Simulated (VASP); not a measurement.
Crystal: Re.

```
Re
1.0
     2.22255    1.28319    0.87157
    -2.22255    1.28319    0.87157
     0.00000   -2.56638    0.87157
Re
1
Cartesian
  0.0000 0.0000 1.3073
```

The cell was built by a generator and needn't be a form met in nature.

```yaml
Program: VASP 6.6.1
Task: relaxation of cell and atoms
Functional: r2SCAN
Potentials_or_basis: VASP PAW PBE potentials, release 64 (Re)
Cutoff: 600 eV
k_mesh: 9 × 9 × 9
Occupations: gaussian, width 0.1 eV
Spin: no spin polarisation
```

At the start: pressure -1.1 GPa; volume 14.91 Å³/atom.

**Question.** Where does the relaxation end?

**Answer.** Over 7 steps the energy falls by 12.3 meV/atom and the volume is 14.86 Å³/atom (-0.4 %); space group Im-3m (No. 229, to 0.05 Å).

Step by step:
```tsv
step	energy change (eV)	largest force (eV/Å)	pressure (GPa)	volume (Å³)
1	0.0000	0.0000	-1.10	14.91
2	-0.0091	0.0000	4.87	14.68
3	-0.0118	0.0000	2.06	14.78
4	-0.0119	0.0000	1.82	14.79
5	-0.0119	0.0000	1.57	14.80
6	-0.0088	0.0000	-5.22	15.07
7	-0.0123	0.0000	-0.06	14.86
```

Final structure:
```
Re
1.0
     2.19680    1.26832    0.88891
    -2.19680    1.26832    0.88891
     0.00000   -2.53664    0.88891
Re
1
Direct
  0.50000 0.50000 0.50000
```

Caveat: the PAW data sets were made with another functional, which shifts forces and pressure a little.
